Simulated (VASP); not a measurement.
# CoO (I4/mmm) in VASP: a series of runs

The runs below take CoO through single point, with PBE0(alpha), PBE.

All numbers are computed with VASP 6.6.1; they aren't measurements. Logs are shortened: lines on timing, memory, paths and dates and some standing lists are left out, and cuts for length are marked.

## 1. The crystal as given

It takes space group I4/mmm (No. 139, tetragonal). Conventional cell: a = 3.016 Å, b = 3.016 Å, c = 4.215 Å, α = 90.00°, β = 90.00°, γ = 90.00°. Around Co (site symmetry 4/mmm) lie 6 O at 2.11 to 2.13 Å. Around O (site symmetry 4/mmm) lie 6 Co at 2.11 to 2.13 Å.

## 2. Single point, PBE0(alpha), collinear spin, ferromagnetic start

The input, POSCAR:

```
CoO
1.0
   -1.5080004400      1.5080004400      2.1072503600
    1.5080004400     -1.5080004400      2.1072503600
    1.5080004400      1.5080004400     -2.1072503600
Co O
1 1
Direct
    0.0000000000      0.0000000000      0.0000000000
    0.5000000000      0.5000000000      0.0000000000
```

The input, INCAR.step1:

```
SYSTEM = CoO
ALGO = Normal
EDIFF = 1E-5
ENCUT = 520
GGA = PE
ISIF = 2
ISMEAR = -1
ISPIN = 2
LASPH = .True.
LCHARG = .False.
LMAXMIX = 4
LORBIT = 11
LREAL = .False.
LWAVE = .True.
MAGMOM = 2 0
NELM = 150
PREC = Accurate
SIGMA = 0.05
```

The input, INCAR.step2:

```
SYSTEM = CoO
AEXX = 0.3
ALGO = Normal
EDIFF = 1E-6
ENCUT = 520
GGA = PE
HFRCUT = -1
ISIF = 2
ISMEAR = -1
ISPIN = 2
ISTART = 1
LASPH = .True.
LCHARG = .False.
LHFCALC = .True.
LMAXMIX = 4
LORBIT = 11
LREAL = .False.
LWAVE = .False.
MAGMOM = 2 0
NELM = 150
PREC = Accurate
PRECFOCK = Fast
SIGMA = 0.05
```

The input, KPOINTS:

```
k-points
0
Gamma
  6 6 6
  0 0 0
```

Potentials or basis: VASP PAW PBE potentials, release 64 (Co, O).

Launch:

```sh
$ cat potpaw_PBE.64/Co/POTCAR potpaw_PBE.64/O/POTCAR > POTCAR
$ cp INCAR.step1 INCAR
$ mpirun -np 1 vasp_std > vasp.out
$ cp INCAR.step2 INCAR
$ mpirun -np 1 vasp_std > vasp.out
```

OUTCAR:

```text
SYSTEM = CoO
   AEXX = 0.3
   EDIFF = 1E-6
   ENCUT = 520
   GGA = PE
   ISIF = 2
   ISMEAR = -1
   ISPIN = 2
   ISTART = 1
   LASPH = .True.
   LHFCALC = .True.
   LORBIT = 11
   LREAL = .False.
   NELM = 150
   PREC = Accurate
   PRECFOCK = Fast

 ion  position               nearest neighbor table
   1  0.000  0.000  0.000-   2 2.11   2 2.11   2 2.13   2 2.13   2 2.13   2 2.13
   2  0.500  0.500  0.000-   1 2.11   1 2.11   1 2.13   1 2.13   1 2.13   1 2.13

  LATTYP: Found a body centered tetragonal cell.
 ALAT       =     3.0160008800
 C/A-ratio  =     1.3973804676

  Lattice vectors:

 A1 = (  -1.5080004400,   1.5080004400,   2.1072503600)
 A2 = (   1.5080004400,  -1.5080004400,   2.1072503600)
 A3 = (   1.5080004400,   1.5080004400,  -2.1072503600)

Analysis of symmetry for initial positions (statically):
=====================================================================
 Subroutine PRICEL returns:
 Original cell was already a primitive cell.

 Routine SETGRP: Setting up the symmetry group for a
 body centered tetragonal supercell.

 Subroutine GETGRP returns: Found 16 space group operations
 (whereof 16 operations were pure point group operations)
 out of a pool of 16 trial point group operations.

The static configuration has the point symmetry D_4h.

Analysis of symmetry for dynamics (positions and initial velocities):
=====================================================================
 Subroutine PRICEL returns:
 Original cell was already a primitive cell.

 Routine SETGRP: Setting up the symmetry group for a
 body centered tetragonal supercell.

 Subroutine GETGRP returns: Found 16 space group operations
 (whereof 16 operations were pure point group operations)
 out of a pool of 16 trial point group operations.

The dynamic configuration has the point symmetry D_4h.

Analysis of structural, dynamic, and magnetic symmetry:
=====================================================================
 Subroutine PRICEL returns:
 Original cell was already a primitive cell.

 Routine SETGRP: Setting up the symmetry group for a
 body centered tetragonal supercell.

 Subroutine GETGRP returns: Found 16 space group operations
 (whereof 16 operations were pure point group operations)
 out of a pool of 16 trial point group operations.

The overall configuration has the point symmetry D_4h.

 Subroutine INISYM returns: Found 16 space group operations
 (whereof 16 operations are pure point group operations),
 and found     1 'primitive' translations

----------------------------------------------------------------------------------------

                                     Primitive cell

  volume of cell :      19.1681

  direct lattice vectors                    reciprocal lattice vectors
    -1.508000440  1.508000440  2.107250360     0.000000000  0.331564890  0.237276030
     1.508000440 -1.508000440  2.107250360     0.331564890  0.000000000  0.237276030
     1.508000440  1.508000440 -2.107250360     0.331564890  0.331564890  0.000000000

  length of vectors
     2.998105191  2.998105191  2.998105191     0.407719500  0.407719500  0.468903564

  position of ions in fractional coordinates (direct lattice)
     0.000000000  0.000000000  0.000000000
     0.500000000  0.500000000  0.000000000

  ion indices of the primitive-cell ions
   primitive index   ion index
                 1           1
                 2           2

----------------------------------------------------------------------------------------

 KPOINTS: k-points

Automatic generation of k-mesh.
 Grid dimensions read from file:
 generate k-points for:    6    6    6

 Generating k-lattice:

  Cartesian coordinates                     Fractional coordinates (reciprocal lattice)
     0.000000000  0.055260815  0.039546005     0.166666667  0.000000000  0.000000000
     0.055260815  0.000000000  0.039546005     0.000000000  0.166666667  0.000000000
     0.055260815  0.055260815  0.000000000     0.000000000  0.000000000  0.166666667

  Length of vectors
     0.067953250  0.067953250  0.078150594

  Shift w.r.t. Gamma in fractional coordinates (k-lattice)
[... 48 lines left out ...]
   LSORBIT =      F    spin-orbit coupling
   LASPH  =      T    aspherical Exc in radial PAW
   ENCUT  =  520.0 eV  38.22 Ry    6.18 a.u.   5.57  5.57  5.57*2*pi/ulx,y,z
   NELM   =    150;   NELMIN=  2; NELMDL=  0     # of ELM steps
   EDIFF  = 0.1E-05   stopping-criterion for ELM
   LREAL  =      F    real-space projection
   EDIFFG = 0.1E-04   stopping-criterion for IOM
   NSW    =      0    number of steps for IOM
   IBRION =     -1    ionic relax: 0-MD 1-quasi-New 2-CG
   NFREE  =      0    steps in history (QN), initial steepest desc. (CG)
   ISIF   =      2    stress and relaxation
   ISYM   =      3    0-nonsym 1-usesym 2-fastsym
   POTIM  = 0.5000    time-step for ionic-motion
   TEBEG  =    0.0;   TEEND  =   0.0 temperature during run
   PSTRESS=    0.0 pullay stress
   NELECT =      15.0000    total number of electrons
   NUPDOWN=      -1.0000    fix difference up-down
   EMIN   =  10.00;   EMAX   =-10.00  energy-range for DOS
   EFERMI =   0.00;   METHOD = LEGACY
   ISMEAR =    -1;   SIGMA  =   0.05  broadening in eV -4-tet -1-fermi 0-gaus
   EFERMI_NEDOS =   21; number of points for ismear=-14 and -15
   IALGO  =     38    algorithm
   IMIX   =      1    mixing-type and parameters
     AMIX     =   0.40;   BMIX     =  1.00
     AMIX_MAG =   1.60;   BMIX_MAG =  1.00
  volume/ion in A,a.u.               =       9.58        64.68
  Fermi-wavevector in a.u.,A,eV,Ry     =   1.508617  2.850872 30.965828  2.275924
  Thomas-Fermi vector in A             =   2.619047
   LORBIT       =     11    0 simple, 1 ext, 2 COOP (PROOUT), +10 PAW based schemes
   GGA     = PE    functional components
   LHFCALC =     T    Hartree Fock is set to
   PRECFOCK=fast      Normal, Fast or Accurate (Low or Medium for compatibility)
   ENCUT4O =  -1.0   cutoff for four orbital integrals eV
   NKREDX  =     1    reduce k-point grid by
   NKREDY  =     1    reduce k-point grid by
   NKREDZ  =     1    reduce k-point grid by
   AEXX    =    0.3000 exact exchange contribution
   HFSCREEN=    0.0000 screening length (either q_TF or 0.3 A-1)
   HFSCREENC=   0.0000 screening length for correlation (either q_TF or 0.3 A-1)
   ENCUTFOCK=  -1.0 apply spherical cutoff to Coloumb kernel
   IVDW    =     0    specifies the selected vdW correction
   LEPSILON=     F    determine dielectric tensor
   LRPA    =     F    only Hartree local field effects (RPA)
 spin polarized calculation
  energy-cutoff  :      520.00
  volume of cell :       19.17
 maximum number of plane-waves:       531
 NGX is ok and might be reduce to    24
  NGX = 14; NGY = 14; NGZ = 14

 number of electron      15.0000006 magnetization       3.0000000

 Free energy of the ion-electron system (eV)
  ---------------------------------------------------
  ext. energy  EPLUGINS =         0.00000000
  ---------------------------------------------------
  free energy    TOTEN  =       -21.48749587 eV

  energy without entropy =      -21.48749587  energy(sigma->0) =      -21.48749587

 E-fermi :   7.4909     XC(G=0):  -9.2069

 val. band max:        6.4417922503   @ k =  -0.3333  -0.3333   0.1667
 cond. band min:       8.8895923503   @ k =   0.0000   0.0000   0.0000
 fundamental gap:      2.4478001000
 Fermi energy:         7.4909258669

 spin component 1

 k-point     1 :       0.0000    0.0000    0.0000
  band No.  band energies     occupation
      1     -15.8035      1.00000
      2       0.5264      1.00000
      3       0.9247      1.00000
      4       0.9247      1.00000
      5       0.9892      1.00000
      6       1.9153      1.00000
      7       3.1259      1.00000
      8       3.2696      1.00000
      9       3.2696      1.00000
     10      10.1605      0.00000
     11      26.1861      0.00000
     12      27.4635      0.00000
[... 333 lines left out ...]
      1     -14.9047      1.00000
      2      -1.7303      1.00000
      3      -0.1441      1.00000
      4      -0.0087      1.00000
      5       1.4838      1.00000
      6       1.7224      1.00000
      7       2.6050      1.00000
      8       3.9829      1.00000
      9       4.4316      1.00000
     10      14.5665      0.00000
     11      20.6217      0.00000
     12      22.4580      0.00000

 [... further k-points ...]

 spin component 2

 k-point     1 :       0.0000    0.0000    0.0000
  band No.  band energies     occupation
      1     -15.2334      1.00000
      2       3.7735      1.00000
      3       3.9997      1.00000
      4       4.0254      1.00000
      5       4.0966      1.00000
      6       4.8615      1.00000
      7       8.8896      0.00000
      8      10.5905      0.00000
      9      10.8625      0.00000
     10      11.3678      0.00000
     11      26.0414      0.00000
     12      28.2012      0.00000
[... 333 lines left out ...]
      1     -14.2749      1.00000
      2      -0.0191      1.00000
      3       2.0228      1.00000
      4       2.6115      1.00000
      5       4.0226      1.00000
      6       6.1817      1.00000
      7      10.2566      0.00000
      8      12.1078      0.00000
      9      12.3340      0.00000
     10      15.8574      0.00000
     11      21.1977      0.00000
     12      23.1989      0.00000

 [... further k-points ...]

------------------------ aborting loop because EDIFF is reached ----------------------------------------

  FORCE on cell =-STRESS in cart. coord.  units (eV):
  Direction    XX          YY          ZZ          XY          YZ          ZX
  --------------------------------------------------------------------------------------
  -------------------------------------------------------------------------------------
  Total        0.0379255      0.0379255     -0.7236260      0.0000000      0.0000000      0.0000000
  in kB        3.1700291      3.1700291    -60.4847217      0.0000000      0.0000000      0.0000000
  external PRESSURE =     -18.0482211 kB  Pullay stress =       0.0000000 kB

 VOLUME and BASIS-vectors are now :
 -----------------------------------------------------------------------------
  energy-cutoff  :      520.00
  volume of cell :       19.17
      direct lattice vectors                 reciprocal lattice vectors
    -1.508000440  1.508000440  2.107250360     0.000000000  0.331564890  0.237276030
     1.508000440 -1.508000440  2.107250360     0.331564890  0.000000000  0.237276030
     1.508000440  1.508000440 -2.107250360     0.331564890  0.331564890  0.000000000

 POSITION                                       TOTAL-FORCE (eV/Angst)
 -----------------------------------------------------------------------------------
      0.00000      0.00000      0.00000        -0.000000      0.000000     -0.000000
      0.00000      0.00000      2.10725         0.000000     -0.000000      0.000000
 -----------------------------------------------------------------------------------
    total drift:                               -0.000000      0.000000     -0.000000

  FREE ENERGIE OF THE ION-ELECTRON SYSTEM (eV)
  ---------------------------------------------------
  free  energy   TOTEN  =       -21.4874958713 eV

  energy  without entropy=      -21.4874958712  energy(sigma->0) =      -21.48749587

 total charge

# of ion       s       p       d       tot
------------------------------------------
    1        0.291   0.376   7.076   7.744
    2        1.552   3.514   0.000   5.066
--------------------------------------------------
tot          1.843   3.890   7.076  12.810

 magnetization (x)

# of ion       s       p       d       tot
------------------------------------------
    1        0.011   0.010   2.721   2.742
    2        0.026   0.197   0.000   0.224
--------------------------------------------------
tot          0.038   0.207   2.721   2.966
```

Wall time 45 min (1 thread of Intel Xeon 6975P-C (Granite Rapids), shared host); peak memory 0.16 GiB.

Results:

- Free energy: -21.4875 eV
- Pressure: -1.8 GPa
- Band gap on the k mesh: 2.45 eV, indirect (least direct gap 3.50 eV)
- Net moment: 3.00 μB per cell
- Site moments: Co +2.74; O +0.22 μB
- Valence electrons inside the program's atomic spheres: Co 7.74; O 5.07

Caveat: the k mesh is coarse (spacing up to 0.49 Å⁻¹), so the values aren't converged, least of all with exact exchange; the PAW data sets were made with another functional, which shifts forces and pressure a little; a cell with one magnetic atom can't hold antiferromagnetic order, which such compounds often take. A k mesh can miss the band edges.

## 3. Single point, PBE, collinear spin, ferrimagnetic start

This run uses another cell than the first one: it holds 4 atoms, not 2.

The input, INCAR:

```
SYSTEM = CoO
ALGO = Fast ; EDIFF = 1E-6
ENCUT = 520 ; GGA = PE
ISIF = 2 ; ISMEAR = 0
ISPIN = 2 ; LASPH = .True.
LCHARG = .False. ; LMAXMIX = 4
LORBIT = 11 ; LREAL = .False.
LWAVE = .False. ; MAGMOM = 2 -1 0 0
NBANDS = 27 ; NELM = 150
PREC = Accurate ; SIGMA = 0.05
```

The input, KPOINTS:

```
k-points
0
Gamma
  6 6 5
  0 0 0
```

The input, POSCAR:

```
CoO
1.0
    3.0160008800      0.0000000000      0.0000000000
    0.0000000000      3.0160008800      0.0000000000
    0.0000000000      0.0000000000      4.2145007200
Co O
2 2
Direct
    0.0000000000      0.0000000000      0.0000000000
    0.5000000000      0.5000000000      0.5000000000
    0.0000000000      0.0000000000      0.5000000000
    0.5000000000      0.5000000000      0.0000000000
```

Potentials or basis: VASP PAW PBE potentials, release 64 (Co, O).

Launch:

```sh
$ cat potpaw_PBE.64/Co/POTCAR potpaw_PBE.64/O/POTCAR > POTCAR
$ mpirun -np 1 vasp_std > vasp.out
```

Wall time 36 s (1 thread of AMD EPYC 9R45 (Zen 5), shared host); peak memory 0.15 GiB.

The run converged. Its results:

```
Free energy                                           : -25.9945 eV
Pressure                                              : -3.2 GPa
Band gap on the k mesh                                : none (metal or under the smearing width)
Net moment                                            : 0.00 μB per cell
Site moments                                          : Co +2.30, -2.30; O -0.09, +0.09 μB
Valence electrons inside the program's atomic spheres : Co 7.83; O 4.97
```

Stress tensor (GPa, compression positive):
```
-5.32  0.00  0.00
 0.00 -5.32  0.00
 0.00  0.00  0.99
```

Levels at points of the mesh, in eV from the Fermi level:
Spin up:
```
           k point  band 13  band 14  band 15  band 16  band 17  band 18
(0.00, 0.00, 0.00)    -2.23    -1.42    -0.26    -0.26     0.29     0.85
(0.50, 0.00, 0.00)    -0.39    -0.05     0.06     0.11     1.16     2.52
(0.50, 0.50, 0.00)    -1.99    -0.44    -0.44     0.24     0.84     0.94
```
Spin down:
| k point | band 12 | band 13 | band 14 | band 15 | band 16 | band 17 | band 18 | band 19 |
| --- | --- | --- | --- | --- | --- | --- | --- | --- |
| (0.00, 0.00, 0.00) | -2.23 | -2.23 | -1.42 | -0.26 | -0.26 | 0.28 | 0.85 | 1.35 |
| (0.50, 0.00, 0.00) | -1.37 | -0.40 | -0.05 | 0.06 | 0.11 | 1.15 | 2.52 | 6.66 |
| (0.50, 0.50, 0.00) | -2.35 | -1.99 | -0.44 | -0.44 | 0.24 | 0.84 | 0.94 | 6.10 |

Caveat: semilocal functionals often make such compounds metallic where correlation or magnetic order opens a gap, which also shifts bond lengths. With open d or f shells a metallic result of PBE can be an artefact of self-interaction; +U or a hybrid may open a gap.

[end of part 1 of 2]
